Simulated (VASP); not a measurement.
# TiSe (F-43m) in VASP: further runs, part 2 of 2

VASP 6.6.1.

## 4. Relaxation of cell and atoms, r2SCAN

INCAR reads:

```
ALGO     = Normal         # electronic algorithm
EDIFF    = 1E-6           # SCF threshold, eV
EDIFFG   = -0.01          # ionic threshold
ENCUT    = 600            # plane-wave cutoff, eV
IBRION   = 2              # ionic algorithm
ISIF     = 3              # what is computed and relaxed
ISMEAR   = 0              # smearing method
LASPH    = T              # aspherical terms in the spheres
LCHARG   = F              # write CHGCAR
LMIXTAU  = T            
LREAL    = F              # projectors in reciprocal space
LWAVE    = F              # write WAVECAR
METAGGA  = R2SCAN         # meta-GGA
NELM     = 60             # most SCF steps
NSW      = 60             # ionic steps
PREC     = Accurate       # precision mode
SIGMA    = 0.05           # smearing width, eV
```

KPOINTS reads:

```
k-points
0
Gamma
  8 8 8
```

POSCAR reads:

```
TiSe
1.0
    0.0000000000      3.1030036500      3.1030036500
    3.1030036500      0.0000000000      3.1030036500
    3.1030036500      3.1030036500      0.0000000000
Ti Se
1 1
Direct
    0.0000000000      0.0000000000      0.0000000000
    0.2500000000      0.2500000000      0.2500000000
```

Potentials or basis: VASP PAW PBE potentials, release 64 (Ti_sv, Se).

Command:

```bash
$ cat potpaw_PBE.64/Ti_sv/POTCAR potpaw_PBE.64/Se/POTCAR > POTCAR
$ mpirun -np 1 vasp_std > vasp.out
```

OUTCAR:

```text
EDIFF = 1E-6
   EDIFFG = -0.01
   ENCUT = 600
   IBRION = 2
   ISIF = 3
   ISMEAR = 0
   LASPH = T
   LREAL = F
   METAGGA = R2SCAN
   NELM = 60
   NSW = 60
   PREC = Accurate

 ion  position               nearest neighbor table
   1  0.000  0.000  0.000-   2 2.69   2 2.69   2 2.69   2 2.69
   2  0.250  0.250  0.250-   1 2.69   1 2.69   1 2.69   1 2.69

  LATTYP: Found a face centered cubic cell.
 ALAT       =     6.2060073000

  Lattice vectors:

 A1 = (   0.0000000000,   3.1030036500,   3.1030036500)
 A2 = (   3.1030036500,   0.0000000000,   3.1030036500)
 A3 = (   3.1030036500,   3.1030036500,   0.0000000000)

Analysis of symmetry for initial positions (statically):
=====================================================================
 Subroutine PRICEL returns:
 Original cell was already a primitive cell.

 Routine SETGRP: Setting up the symmetry group for a
 face centered cubic supercell.

 Subroutine GETGRP returns: Found 24 space group operations
 (whereof 24 operations were pure point group operations)
 out of a pool of 48 trial point group operations.

The static configuration has the point symmetry T_d .

Analysis of symmetry for dynamics (positions and initial velocities):
=====================================================================
 Subroutine PRICEL returns:
 Original cell was already a primitive cell.

 Routine SETGRP: Setting up the symmetry group for a
 face centered cubic supercell.

 Subroutine GETGRP returns: Found 24 space group operations
[... 151 lines left out ...]
  free energy    TOTEN  =       -28.15037693 eV

  energy without entropy =      -28.14283025  energy(sigma->0) =      -28.14660359

 E-fermi :   3.7989     XC(G=0):  -8.9975

 val. band max:        3.7900256386   @ k =  -0.3750   0.3750   0.1250
 cond. band min:       3.8142478765   @ k =  -0.3750   0.5000   0.1250
 fundamental gap:      0.0242222378
 Fermi energy:         3.7989113272

 k-point     1 :       0.0000    0.0000    0.0000
  band No.  band energies     occupation
      1     -56.6601      2.00000
      2     -31.8772      2.00000
      3     -31.8772      2.00000
      4     -31.8771      2.00000
      5     -10.8533      2.00000
      6      -0.2125      2.00000
      7      -0.2125      2.00000
      8      -0.2125      2.00000
      9       3.9109      0.00154
     10       3.9109      0.00154
     11       4.2715      0.00000
     12       6.0335      0.00000
     13       6.0335      0.00000
[... 439 lines left out ...]
--------------------------------------- Ionic step        3  -------------------------------------------

 number of electron      17.9999999 magnetization

 Free energy of the ion-electron system (eV)
  ---------------------------------------------------
  ext. energy  EPLUGINS =         0.00000000
  ---------------------------------------------------
  free energy    TOTEN  =       -28.70524547 eV

  energy without entropy =      -28.70072863  energy(sigma->0) =      -28.70298705

 E-fermi :   5.6892     XC(G=0): -10.1102

 val. band max:        5.6371311698   @ k =  -0.2500   0.3750   0.1250
 cond. band min:       5.6913110468   @ k =  -0.3750   0.3750   0.1250
 fundamental gap:      0.0541798771
 Fermi energy:         5.6892103291

 k-point     1 :       0.0000    0.0000    0.0000
  band No.  band energies     occupation
      1     -54.4451      2.00000
      2     -29.6959      2.00000
      3     -29.6958      2.00000
      4     -29.6958      2.00000
      5      -9.8459      2.00000
      6       1.0441      2.00000
      7       1.0441      2.00000
      8       1.0441      2.00000
      9       5.8277      0.00009
     10       5.8277      0.00009
     11       6.8983      0.00000
     12       9.0248      0.00000
     13       9.0248      0.00000
[... 397 lines left out ...]
  FREE ENERGIE OF THE ION-ELECTRON SYSTEM (eV)
  ---------------------------------------------------
  free  energy   TOTEN  =       -28.7052454731 eV

  energy  without entropy=      -28.7007286276  energy(sigma->0) =      -28.70298705

 reached required accuracy - stopping structural energy minimisation
```

CONTCAR:

```text
TiSe
   1.00000000000000
    -0.0000000000000000    2.8636262317230381    2.8636262317230381
     2.8636262317230381   -0.0000000000000000    2.8636262317230381
     2.8636262317230381    2.8636262317230381    0.0000000000000000
  Ti              Se
     1     1
Direct
     0.0000000000000000    0.0000000000000000    0.0000000000000000
     0.2500000000000000    0.2500000000000000    0.2500000000000000

  0.00000000E+00  0.00000000E+00  0.00000000E+00
  0.00000000E+00  0.00000000E+00  0.00000000E+00
```

Run time: 4.5 min. Hardware: 1 thread of AMD EPYC 9R45 (Zen 5), shared host; peak memory 0.21 GiB.

What came out:

* Free energy: -28.7052 eV
* Relaxed volume: 23.48 Å³/atom
* Relaxed cell: a = 4.050 Å, b = 4.050 Å, c = 4.050 Å, α = 60.00°, β = 60.00°, γ = 60.00°
* Space group after relaxing (to 0.05 Å): F-43m (No. 216)
* Energy gained by relaxing: 277.4 meV/atom
* Ionic steps: 3
* Pressure after relaxing: 0.0 GPa
* Band gap on the k mesh: none (metal or under the smearing width)

Step by step:
```
step  energy change (eV)  largest force (eV/Å)  pressure (GPa)  volume (Å³)
   1              0.0000                0.0000          -11.16        59.76
   2             -0.4826                0.0000            7.13        43.50
   3             -0.5549                0.0000            0.02        46.97
```

Final structure:
```
CELL_PARAMETERS angstrom
0.00000 2.86363 2.86363
2.86363 0.00000 2.86363
2.86363 2.86363 0.00000
ATOMIC_POSITIONS crystal
Ti 0.00000 0.00000 0.00000
Se 0.25000 0.25000 0.25000
```

Caveat: the volume moved by over 15 % at a fixed basis, so the end points are rough; the PAW data sets were made with another functional, which shifts forces and pressure a little.

## 5. Relaxation of cell and atoms, LAK

INCAR reads:

```
SYSTEM = TiSe
PREC = Accurate
ENCUT = 600
EDIFF = 1E-6
ISMEAR = 0
SIGMA = 0.05
LREAL = .FALSE.
LASPH = .TRUE.
NELM = 100
ALGO = Normal
ISIF = 3
LWAVE = .FALSE.
LCHARG = .FALSE.
METAGGA = LAK
LMIXTAU = .TRUE.
IBRION = 2
NSW = 40
EDIFFG = -0.005
```

KPOINTS reads:

```
regular mesh
0
G
  8 8 8
  0 0 0
```

POSCAR is that of step 4.

Command:

```bash
$ cat potpaw_PBE.64/Ti_sv/POTCAR potpaw_PBE.64/Se/POTCAR > POTCAR
$ mpirun -np 1 vasp_std > vasp.out
```

Run time: 6.3 min. Hardware: 1 thread of AMD EPYC 9R45 (Zen 5), shared host; peak memory 0.22 GiB.

It converged, with:

| Quantity | Value |
| --- | --- |
| Free energy | 12.4723 eV |
| Relaxed volume | 24.49 Å³/atom |
| Relaxed cell | a = 4.107 Å, b = 4.107 Å, c = 4.107 Å, α = 60.00°, β = 60.00°, γ = 60.00° |
| Space group after relaxing (to 0.05 Å) | F-43m (No. 216) |
| Energy gained by relaxing | 190.2 meV/atom |
| Ionic steps | 3 |
| Pressure after relaxing | 0.0 GPa |
| Band gap on the k mesh | none (metal or under the smearing width) |

The path:
```tsv
step	energy change (eV)	largest force (eV/Å)	pressure (GPa)	volume (Å³)
1	0.0000	0.0000	-9.51	59.76
2	-0.3258	0.0000	6.00	45.70
3	-0.3803	0.0000	0.00	48.98
```

Final structure:
```cif
data_structure
_symmetry_space_group_name_H-M 'P 1'
_symmetry_Int_Tables_number 1
_cell_length_a 4.1068
_cell_length_b 4.1068
_cell_length_c 4.1068
_cell_angle_alpha 60.000
_cell_angle_beta 60.000
_cell_angle_gamma 60.000
_cell_volume 48.98
loop_
_atom_site_label
_atom_site_type_symbol
_atom_site_fract_x
_atom_site_fract_y
_atom_site_fract_z
_atom_site_occupancy
Ti1 Ti 0.00000 0.00000 0.00000 1
Se1 Se 0.25000 0.25000 0.25000 1
```

Levels at points of the mesh, in eV from the Fermi level:
| k point | band 7 | band 8 | band 9 | band 10 | band 11 | band 12 |
| --- | --- | --- | --- | --- | --- | --- |
| (0.00, 0.00, 0.00) | -4.72 | -4.72 | 0.15 | 0.15 | 1.33 | 3.15 |
| (0.50, 0.00, 0.00) | -4.52 | -4.52 | 0.28 | 0.35 | 0.35 | 1.73 |
| (0.50, 0.50, 0.00) | -4.43 | -4.43 | -1.03 | 0.38 | 0.73 | 0.81 |

Caveat: the volume moved by over 15 % at a fixed basis, so the end points are rough; the PAW data sets were made with another functional, which shifts forces and pressure a little.

## 6. Relaxation of cell and atoms, r2SCAN+D4

INCAR reads:

```
ALGO = Normal
EDIFF = 1E-6
EDIFFG = -0.01
ENCUT = 600
IBRION = 2
ISIF = 3
ISMEAR = 0
IVDW = 13
LASPH = True
LCHARG = False
LMIXTAU = True
LREAL = False
LWAVE = False
METAGGA = R2SCAN
NELM = 80
NSW = 60
PREC = Accurate
SIGMA = 0.05
VDW_A1 = 0.51559235
VDW_A2 = 5.77342911
VDW_S6 = 1.0
VDW_S8 = 0.6018749
```

KPOINTS reads:

```
k-points
0
Gamma
  8 8 8
```

POSCAR is that of step 5.

Potentials or basis: VASP PAW PBE potentials, release 64 (Ti_sv, Se).

Command:

```bash
$ cat potpaw_PBE.64/Ti_sv/POTCAR potpaw_PBE.64/Se/POTCAR > POTCAR
$ mpirun -np 1 vasp_std > vasp.out
```

OUTCAR:

```text
EDIFF = 1E-6
   EDIFFG = -0.01
   ENCUT = 600
   IBRION = 2
   ISIF = 3
   ISMEAR = 0
   IVDW = 13
   LASPH = True
   LREAL = False
   METAGGA = R2SCAN
   NELM = 80
   NSW = 60
   PREC = Accurate

 ion  position               nearest neighbor table
   1  0.000  0.000  0.000-   2 2.69   2 2.69   2 2.69   2 2.69
   2  0.250  0.250  0.250-   1 2.69   1 2.69   1 2.69   1 2.69

  LATTYP: Found a face centered cubic cell.
 ALAT       =     6.2060073000

  Lattice vectors:

 A1 = (   0.0000000000,   3.1030036500,   3.1030036500)
 A2 = (   3.1030036500,   0.0000000000,   3.1030036500)
 A3 = (   3.1030036500,   3.1030036500,   0.0000000000)

Analysis of symmetry for initial positions (statically):
=====================================================================
 Subroutine PRICEL returns:
 Original cell was already a primitive cell.

 Routine SETGRP: Setting up the symmetry group for a
 face centered cubic supercell.

 Subroutine GETGRP returns: Found 24 space group operations
 (whereof 24 operations were pure point group operations)
 out of a pool of 48 trial point group operations.

The static configuration has the point symmetry T_d .

Analysis of symmetry for dynamics (positions and initial velocities):
=====================================================================
 Subroutine PRICEL returns:
 Original cell was already a primitive cell.

 Routine SETGRP: Setting up the symmetry group for a
 face centered cubic supercell.

 Subroutine GETGRP returns: Found 24 space group operations
 (whereof 24 operations were pure point group operations)
 out of a pool of 48 trial point group operations.

The dynamic configuration has the point symmetry T_d .

 Subroutine INISYM returns: Found 24 space group operations
 (whereof 24 operations are pure point group operations),
 and found     1 'primitive' translations

----------------------------------------------------------------------------------------

                                     Primitive cell

  volume of cell :      59.7554

  direct lattice vectors                    reciprocal lattice vectors
     0.000000000  3.103003650  3.103003650    -0.161134197  0.161134197  0.161134197
     3.103003650  0.000000000  3.103003650     0.161134197 -0.161134197  0.161134197
     3.103003650  3.103003650  0.000000000     0.161134197  0.161134197 -0.161134197

  length of vectors
     4.388309846  4.388309846  4.388309846     0.279092615  0.279092615  0.279092615

  position of ions in fractional coordinates (direct lattice)
     0.000000000  0.000000000  0.000000000
[... 102 lines left out ...]
   LORBIT       =      0    0 simple, 1 ext, 2 COOP (PROOUT), +10 PAW based schemes
   METAGGA = R2SCAN    functional components
   LHFCALC =     F    Hartree Fock is set to
   AEXX    =    0.0000 exact exchange contribution
   IVDW    =    13    specifies the selected vdW correction
   LEPSILON=     F    determine dielectric tensor
   LRPA    =     F    only Hartree local field effects (RPA)
 conjugate gradient relaxation of ions
 non-spin polarized calculation
 Gauss-broadening in eV      SIGMA  =   0.05
  energy-cutoff  :      600.00
  volume of cell :       59.76
 maximum number of plane-waves:      2012
   NGX = 17   NGY = 17   NGZ = 17

--------------------------------------- Ionic step        1  -------------------------------------------

 number of electron      18.0000000 magnetization

 Free energy of the ion-electron system (eV)
  ---------------------------------------------------
  ext. energy  EPLUGINS =         0.00000000
  ---------------------------------------------------
  free energy    TOTEN  =       -28.15037693 eV

  energy without entropy =      -28.14283025  energy(sigma->0) =      -28.14660359

 E-fermi :   3.7989     XC(G=0):  -8.9975

 val. band max:        3.7900256386   @ k =  -0.3750   0.3750   0.1250
 cond. band min:       3.8142478765   @ k =  -0.3750   0.5000   0.1250
 fundamental gap:      0.0242222378
 Fermi energy:         3.7989113272

 k-point     1 :       0.0000    0.0000    0.0000
  band No.  band energies     occupation
      1     -56.6601      2.00000
      2     -31.8772      2.00000
      3     -31.8772      2.00000
      4     -31.8771      2.00000
      5     -10.8533      2.00000
      6      -0.2125      2.00000
      7      -0.2125      2.00000
      8      -0.2125      2.00000
      9       3.9109      0.00154
     10       3.9109      0.00154
     11       4.2715      0.00000
     12       6.0335      0.00000
     13       6.0335      0.00000
[... 447 lines left out ...]
--------------------------------------- Ionic step        3  -------------------------------------------

 number of electron      17.9999999 magnetization

 Free energy of the ion-electron system (eV)
  ---------------------------------------------------
  ext. energy  EPLUGINS =         0.00000000
  ---------------------------------------------------
  free energy    TOTEN  =       -28.70398520 eV

  energy without entropy =      -28.69953628  energy(sigma->0) =      -28.70176074

 E-fermi :   5.7777     XC(G=0): -10.1593

 val. band max:        5.7243636499   @ k =  -0.2500   0.3750   0.1250
 cond. band min:       5.7802836906   @ k =  -0.3750   0.3750   0.1250
 fundamental gap:      0.0559200408
 Fermi energy:         5.7777490489

 k-point     1 :       0.0000    0.0000    0.0000
  band No.  band energies     occupation
      1     -54.3408      2.00000
      2     -29.5937      2.00000
      3     -29.5937      2.00000
      4     -29.5937      2.00000
      5      -9.7977      2.00000
      6       1.1049      2.00000
      7       1.1049      2.00000
      8       1.1049      2.00000
      9       5.9164      0.00009
     10       5.9164      0.00009
     11       7.0230      0.00000
     12       9.1666      0.00000
     13       9.1666      0.00000
[... 401 lines left out ...]
  FREE ENERGIE OF THE ION-ELECTRON SYSTEM (eV)
  ---------------------------------------------------
  free  energy   TOTEN  =       -28.9699168938 eV

  energy  without entropy=      -28.9654679785  energy(sigma->0) =      -28.96769244

 reached required accuracy - stopping structural energy minimisation
```

OSZICAR:

```text
N       E                     dE             d eps       ncg     rms          rms(c)
DAV:   1     0.139062854117E+03    0.13906E+03   -0.97075E+03   754   0.151E+03
DAV:   2    -0.187985419591E+02   -0.15786E+03   -0.15429E+03   769   0.365E+02
DAV:   3    -0.333360811909E+02   -0.14538E+02   -0.14303E+02  1213   0.110E+02
DAV:   4    -0.340930907760E+02   -0.75701E+00   -0.74976E+00  1046   0.222E+01
[... 45 lines left out ...]
DAV:  11    -0.287039858404E+02    0.17121E-04   -0.10014E-04  1054   0.884E-02    0.122E-02
DAV:  12    -0.287039889679E+02   -0.31276E-05   -0.60306E-06   854   0.262E-02    0.118E-02
DAV:  13    -0.287039832054E+02    0.57625E-05   -0.16346E-05   764   0.580E-02    0.682E-03
DAV:  14    -0.287039857829E+02   -0.25775E-05   -0.15654E-06   592   0.148E-02    0.441E-03
DAV:  15    -0.287039851957E+02    0.58721E-06   -0.32322E-07   392   0.836E-03
   3 F= -.28969917E+02 E0= -.28967692E+02  d E =-.608787E+00
```

Run time: 4.5 min. Hardware: 1 thread of AMD EPYC 9R45 (Zen 5), shared host; peak memory 0.21 GiB.

What came out:

```yaml
Free_energy: -28.9699 eV
Relaxed_volume: 23.24 Å³/atom
Relaxed_cell: a = 4.036 Å, b = 4.036 Å, c = 4.036 Å, α = 60.00°, β = 60.00°, γ = 60.00°
Space_group_after_relaxing_to_0.05_Å: F-43m (No. 216)
Energy_gained_by_relaxing: 304.4 meV/atom
Ionic_steps: 3
Pressure_after_relaxing: 0.0 GPa
Band_gap_on_the_k_mesh: none (metal or under the smearing width)
Dispersion_energy_per_atom: -0.133 eV
```

Step by step:
```csv
step,energy change (eV),largest force (eV/Å),pressure (GPa),volume (Å³)
1,0.0000,0.0000,-11.69,59.76
2,-0.5240,0.0000,7.95,42.81
3,-0.6088,0.0000,0.01,46.49
```

Final structure:
```yaml
crystal:
  lattice:
    - [0.00000, 2.85391, 2.85391]
    - [2.85391, 0.00000, 2.85391]
    - [2.85391, 2.85391, 0.00000]
  atoms:
    - { symbol: Ti, position: [0.00000, 0.00000, 0.00000] }
    - { symbol: Se, position: [0.25000, 0.25000, 0.25000] }
```

Caveat: the volume moved by over 15 % at a fixed basis, so the end points are rough; the PAW data sets were made with another functional, which shifts forces and pressure a little; pairwise dispersion overbinds metals, which lowers pressure and volume.

## 7. Summary

```csv
task,level,potentials or basis,cell,cutoff (eV),smearing,gap on the mesh (eV),pressure (GPa),relaxed volume (Å³/atom)
atomic charges,LDA,"VASP PAW LDA potentials, release 64 (Ti_sv, Se)",as given,520,gaussian 0.02 eV,none,-13.3,-
electron localisation function,LDA,"VASP PAW LDA potentials, release 64 (Ti_sv, Se)",as given,520,gaussian 0.02 eV,none,-13.3,-
relaxation of cell and atoms,r2SCAN,"VASP PAW PBE potentials, release 64 (Ti_sv, Se)",relaxed,600,gaussian 0.05 eV,none,0.0,23.48
relaxation of cell and atoms,LAK,"VASP PAW PBE potentials, release 64 (Ti_sv, Se)",relaxed,600,gaussian 0.05 eV,none,0.0,24.49
relaxation of cell and atoms,r2SCAN+D4,"VASP PAW PBE potentials, release 64 (Ti_sv, Se)",relaxed,600,gaussian 0.05 eV,none,0.0,23.24
```

Alike in all rows: no spin polarisation; k mesh 8 × 8 × 8.

Caveats: the volume moved by over 15 % at a fixed basis, so the end points are rough (some runs); the PAW data sets were made with another functional, which shifts forces and pressure a little (some runs); pairwise dispersion overbinds metals, which lowers pressure and volume (some runs).

Absolute energies hang on the potentials; compare differences alone.
